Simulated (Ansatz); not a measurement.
## Se: the change of energy above lowest point and pressure with volume per atom

Results calculated with Ansatz 0.2.0 development build, not measured. Equation of state of a cubic crystal from periodic Kohn-Sham density functional theory without spin; pressure corrected for the finite basis.

Cell of the first row (space group Fd-3m, No. 227):
```
Se
1.0
      0.0000     3.1018     3.1018
      3.1018     0.0000     3.1018
      3.1018     3.1018     0.0000
Se
2
Direct
  0.00000 0.00000 0.00000
  0.25000 0.25000 0.25000
```

Settings of every row: formula Se; structure type diamond; functional PBE; spin treatment none; k mesh 15x15x15; occupation method fermi-dirac; occupation width 0.061225619 eV; wave cutoff 700 eV; datasets hard PAW; density cutoff ratio 4.

Limits: a cubic model structure, not a phase known at ambient conditions; the SCF threshold is loose for a stress in some rows.

| row | volume per atom (Å³) | energy above lowest point (meV/atom) | pressure (GPa) |
| --- | --- | --- | --- |
| 1 | 29.844 | 15.29 | 2.716 |
| 2 | 30.479 | 6.54 | 1.715 |
| 3 | 31.114 | 1.57 | 0.811 |
| 4 | 31.748 | 0 | -0.005 |
| 5 | 32.383 | ? | ? |
| 6 | 33.019 | 5.78 | -1.406 |
| 7 | 33.653 | 12.56 | -2.005 |

Question: what energy above lowest point and pressure should row 5 give?

Worked fit of energy above lowest point. Take u = (V_r/V)^(2/3) − 1 with V_r = 31.431 Å³ an atom, which is twice the finite (Eulerian) strain; such expansions in the strain, on which the Birch-Murnaghan equation of state is built, carry the rest volume and the bulk modulus. The shown rows have u = 0.03514, 0.02072, 0.00678, -0.00667, -0.03232, -0.04452. Least squares give energy above lowest point = 0.381 + 115.6 × u + 8764.8 × u² + 532 × u³ meV/atom; a parabola predicts inner rows, each left out in turn, worse (root mean square 0.01 against 0.0051 meV/atom). All shown rows lie on it to the printed digit. Its lowest point lies at u = -0.0066, or V = 31.74 Å³ an atom, and the curvature there gives the bulk modulus at fixed shape and fractions, B = (4/9)(1 + u)² E″(u)/V = 38.8 GPa. The withheld row has u = -0.0197, so the fit gives 0.381 + 115.6 × (-0.0197) + 8764.8 × (-0.0197)² + 532 × (-0.0197)³ = 1.50 meV/atom.

The calculation gave 1.5 meV/atom. The fit meets it to the printed digit.

Worked fit of pressure. Take u = (V_r/V)^(2/3) − 1 with V_r = 31.431 Å³ an atom, which is twice the finite (Eulerian) strain; such expansions in the strain, on which the Birch-Murnaghan equation of state is built, carry the rest volume and the bulk modulus. The shown rows have u = 0.03514, 0.02072, 0.00678, -0.00667, -0.03232, -0.04452. Least squares give pressure = 0.3927 + 60.578 × u + 154.7 × u² + 83 × u³ GPa; a parabola predicts inner rows, each left out in turn, worse (root mean square 0.0016 against 0.00083 GPa). The rows lie off it by 0.000, 0.000, 0.000, -0.001, 0.000, 0.000. The pressure vanishes at u = -0.0066, or V = 31.74 Å³ an atom, and there the bulk modulus at fixed shape and fractions is B = −V dP/dV = (2/3)(1 + u) dP/du = 38.8 GPa. The withheld row has u = -0.0197, so the fit gives 0.3927 + 60.578 × (-0.0197) + 154.7 × (-0.0197)² + 83 × (-0.0197)³ = -0.741 GPa.

The calculation gave -0.741 GPa. The fit meets it to the printed digit.
